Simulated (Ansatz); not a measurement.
# A vibration from a frozen displacement in BN

Computed with DFT PBE+D3(BJ), scalar-relativistic, plane waves, PAW in Ansatz. Cutoff 420 eV, Γ-centred 6×6×6 k-points, Gaussian smearing of 0.05 eV. No spin polarisation. Energies are free energies at this smearing, counted from the undisturbed cell; pressure is positive in compression.

Reference structure (relaxed at this level; this form isn't the usual structure):

```
B N
1.0
     0.00000    0.00000    4.33766
     2.50768    3.33948    2.16883
    -2.50768    3.33948    2.16883
B N
4 4
Direct
  0.50011 0.75000 0.25000
  0.50011 0.25000 0.75000
  0.00011 0.50000 0.50000
  0.00011 0.00000 0.00000
  0.16659 0.75000 0.25000
  0.16659 0.25000 0.75000
  0.66659 0.50000 0.50000
  0.66659 0.00000 0.00000
```

Atom 5 (N) is moved by x along the Cartesian unit vector (0.707, 0.707, 0.000); the cell and all other atoms stay fixed. The cell's volume is 72.65 Å³; the moved atoms weigh 14.007 u together and the others 85.261 u. Some rows repeat others by symmetry and weren't run.

```csv
x (Å),ΔE (meV/cell),total force on the moved atoms along the move (eV/Å),pressure (GPa)
-0.2000,610.84,6.0274,1.5009
-0.1667,426.07,5.0656,1.0466
-0.1333,273.32,4.0776,0.6691
-0.1000,154.20,3.0742,0.3734
-0.0667,68.72,2.0577,0.1606
-0.0333,17.15,1.0294,0.0319
0.0000,0.00,0.0000,-0.0109
0.0333,17.15,-1.0294,0.0319
0.0667,68.72,-2.0577,0.1606
0.1000,154.20,-3.0742,0.3734
0.1333,273.32,-4.0776,0.6691
0.1667,426.07,-5.0656,1.0466
0.2000,610.84,-6.0274,1.5009
```

Question: What frequency belongs to this motion?

Answer: The force constant is k = −dF/dx = 30.913 eV/Å², from the parabola through x = -0.0333, 0 and 0.0333. In every cell the moved atoms swing against the rest, so the mass is μ = m₁m₂/(m₁ + m₂) = 12.031 u, and ν̃ = 521.5 cm⁻¹ × √(|k|/μ) = 836 cm⁻¹. The pattern needn't be a normal mode: ν̃² is then a weighted mean of the squared nonzero frequencies at the zone centre of this cell, taken without macroscopic field, so it lies between the lowest and the highest of them.

Question: How far does the harmonic law reach?

Answer: At x = -0.200 Å, kx²/2 = 618.26 meV against the computed 610.84 meV (-1.2 %): the well is still close to harmonic there.

Question: The pressure changes with x². What does that say about the frequency under compression?

Answer: With E = k(V)x²/2, k ∝ V^(−2γ) and x scaling with the cell as V^(1/3), P − P0 = −∂E/∂V = (2γ − 2/3) ΔE/V. At x = 0.0667 Å, V(P − P0) = 72.65 × 0.17148 / 160.2 eV = 77.76 meV and ΔE = 68.72 meV, so γ = 1/3 + V(P − P0)/(2ΔE) = 0.90. This is the Grüneisen parameter of the motion under uniform scaling of the cell: shrinking the cell evenly by 1 % in volume raises the frequency by about 0.90 %.

Cost: 7 runs of about 1.7 core-minutes in all, on Intel Xeon Platinum 8259CL (Skylake/Cascade Lake) (shared hosts).

The lattice is a stack of flat, sp²-bonded BN sheets, and the displacement points halfway between a direction in the sheet and the sheet normal. The force constant therefore averages two very different restoring forces: a stiff one from stretching and compressing the strong, polar B–N σ bonds, and a much softer one from bending the sheet, with weak interlayer forces adding little. The 836 cm⁻¹ is thus a blend of the two and shouldn't be matched to the in-plane Raman line of hexagonal BN, which lies far higher.

The equal energies at ±x reflect the symmetry of the nitrogen site, which removes odd terms along this path; they don't show that the individual bonds are harmonic.

The positive Grüneisen parameter fits bonds that stiffen as they shorten, but even scaling is an unnatural strain for a layered crystal. Hydrostatic pressure mainly closes the gaps between the sheets and barely shortens the σ bonds, so the real frequency shift for a given volume loss is probably much smaller than 0.90 implies.
